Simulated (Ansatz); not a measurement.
The system is GaN.

```
Ga N
1.0
     0.00000    2.13524    2.13524
     2.13524    0.00000    2.13524
     2.13524    2.13524    0.00000
Ga N
1 1
Direct
  0.00000 0.00000 0.00000
  0.50000 0.50000 0.50000
```

Measurements of this composition are mostly on another form, of space group No. 186.

Base run:

| Item | Value |
| --- | --- |
| Program | Ansatz 0.2.0 |
| Functional | r2SCAN |
| Potentials or basis | Ansatz PAW |
| Cutoff | 500 eV (not typed: the program's choice for these potentials) |
| k mesh | 11 × 11 × 11 |
| Occupations | fermi-dirac, width 0.05 eV |
| Spin | no spin polarisation |

Its results: band gap on the k mesh 1.06 eV, indirect (least direct gap 2.89 eV); pressure -8.5 GPa.

Task: After a change of settings the same cell gave: band gap on the k mesh 0.65 eV, indirect (least direct gap 2.38 eV); pressure 4.2 GPa. Which change was it?
A. functional from r2SCAN to RPBE; cutoff from 500 eV (not typed: the program's choice for these potentials) to 420 eV (not typed: the program's choice for these potentials)
B. functional from r2SCAN to revPBE; cutoff from 500 eV (not typed: the program's choice for these potentials) to 420 eV (not typed: the program's choice for these potentials)
C. functional from r2SCAN to PBEsol; cutoff from 500 eV (not typed: the program's choice for these potentials) to 420 eV (not typed: the program's choice for these potentials)
D. functional from r2SCAN to BLYP; cutoff from 500 eV (not typed: the program's choice for these potentials) to 420 eV (not typed: the program's choice for these potentials)

Result: A.

r2SCAN gives the wider gap, since meta-GGAs in the generalised Kohn-Sham scheme recover part of the derivative discontinuity.

Caveats: the k mesh misses the band edges, so the gap on the mesh is wider than the one along the path; the PAW data sets come from PBE, with cores solved anew for the run's functional, which leaves a small shift of forces and pressure.

Runs at the PBE level aren't shown here.
